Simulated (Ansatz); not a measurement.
Density of states of a ZrTiTe4 cell (a random packing after short dynamics, relaxed), per eV and atom, broadened by Gaussian smearing of width 0.1 eV and averaged over bins of 0.2 eV, from 8 eV under the Fermi level at most up to where the solved bands end.

Method: Ansatz 0.2.0, DFT PBEsol, scalar-relativistic, plane waves, PAW.

Plane waves to 420 eV, a k mesh through Γ of 3×3×4 on the computed 24-atom cell and Gaussian smearing (0.10 eV); no spin polarisation.

```
CELL_PARAMETERS angstrom
8.79915 0.14123 -0.36434
0.17266 7.76758 0.40396
-0.39442 0.45842 8.93140
ATOMIC_POSITIONS crystal
Zr 0.99243 0.59407 0.89358
Zr 0.59207 0.55113 0.41252
Zr 0.33367 0.16014 0.01349
Zr 0.96276 0.42887 0.30554
Ti 0.44148 0.08496 0.42555
Ti 0.95575 0.19677 0.70859
Ti 0.15670 0.74352 0.42841
Ti 0.50223 0.83786 0.91080
Te 0.84273 0.74806 0.46184
Te 0.11883 0.08561 0.45814
Te 0.64476 0.07072 0.09836
Te 0.00737 0.23723 0.03586
Te 0.45532 0.16582 0.72446
Te 0.78778 0.89511 0.79484
Te 0.12500 0.46567 0.62431
Te 0.38838 0.83824 0.23277
Te 0.01561 0.76964 0.15386
Te 0.32596 0.53315 0.93623
Te 0.43728 0.76605 0.60351
Te 0.72117 0.43031 0.73502
Te 0.68342 0.55140 0.10804
Te 0.74364 0.20149 0.44368
Te 0.17378 0.92068 0.83697
Te 0.31634 0.38432 0.28796
```

```csv
E − E_F (eV),total,Te 5p,Ti 3d,Zr 4d,Te 5s
-5.95,0.042,0.031,0.001,0.002,0.001
-5.75,0.402,0.302,0.014,0.023,0.010
-5.55,0.583,0.440,0.022,0.034,0.017
-5.35,0.668,0.514,0.026,0.041,0.020
-5.15,0.592,0.463,0.023,0.040,0.019
-4.95,0.635,0.501,0.027,0.045,0.021
-4.75,0.617,0.491,0.028,0.046,0.018
-4.55,0.666,0.527,0.034,0.051,0.021
-4.35,0.730,0.573,0.039,0.062,0.023
-4.15,0.668,0.522,0.038,0.058,0.021
-3.95,0.640,0.496,0.040,0.057,0.021
-3.75,0.717,0.542,0.050,0.072,0.024
-3.55,0.685,0.512,0.052,0.070,0.023
-3.35,0.664,0.489,0.056,0.073,0.021
-3.15,0.725,0.526,0.065,0.086,0.021
-2.95,0.738,0.526,0.073,0.093,0.019
-2.75,0.772,0.538,0.086,0.101,0.020
-2.55,0.817,0.561,0.096,0.112,0.020
-2.35,0.819,0.553,0.101,0.118,0.018
-2.15,0.832,0.559,0.114,0.112,0.018
-1.95,0.745,0.490,0.106,0.106,0.015
-1.75,0.805,0.524,0.118,0.118,0.016
-1.55,0.743,0.476,0.115,0.111,0.015
-1.35,0.654,0.417,0.103,0.096,0.012
-1.15,0.764,0.481,0.127,0.112,0.013
-0.95,0.687,0.414,0.127,0.107,0.012
-0.75,0.607,0.350,0.120,0.101,0.011
-0.55,0.627,0.332,0.143,0.114,0.010
-0.35,0.576,0.270,0.160,0.109,0.010
-0.15,0.605,0.225,0.213,0.126,0.009
0.05,0.569,0.178,0.225,0.126,0.009
0.25,0.550,0.155,0.239,0.118,0.008
0.45,0.771,0.147,0.419,0.148,0.012
```

The columns after the total are the largest Löwdin projections on the valence shells of the potentials, so they needn't add up, and the weight of a shell that a potential lacks goes to other orbitals. The cell has no gap on the mesh.

The relaxation stopped before its thresholds.

The k mesh is coarse. Spin-orbit coupling is left out, which matters for the bands of heavy elements. Spin polarisation was left out, and a magnetic state may lie lower.

Cost: 2 runs of about 19 core-minutes in all (earlier runs that led there not counted), on Intel Xeon 6975P-C (Granite Rapids) (shared hosts).